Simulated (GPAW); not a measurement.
Hg:

```xyz
2
Lattice="3.4618 0.0000 0.0000 -1.7309 2.9980 0.0000 0.0000 0.0000 5.4875" Properties=species:S:1:pos:R:3 pbc="T T T"
Hg    0.0000    1.9987    1.3719
Hg    1.7309    0.9993    4.1157
```

Base run:

```yaml
Program: GPAW 26.7.0
Functional: LDA
Potentials_or_basis: the program's PAW data sets (release 1.2.1) made for this functional
Cutoff: 600 eV
Basis: pw
k_mesh: 9 × 9 × 5
Occupations: methfessel-paxton, width 0.1 eV
Spin: no spin polarisation
```

Its results: pressure -4.4 GPa.

**Question.** The run is repeated on the same cell with these changes: functional from LDA to RPBE; occupations from methfessel-paxton, width 0.1 eV to gaussian, width 0.05 eV. What comes out?

**Answer.** Pressure 2.9 GPa.

Caveats: this smearing can pin the Fermi level at a band edge (some runs).
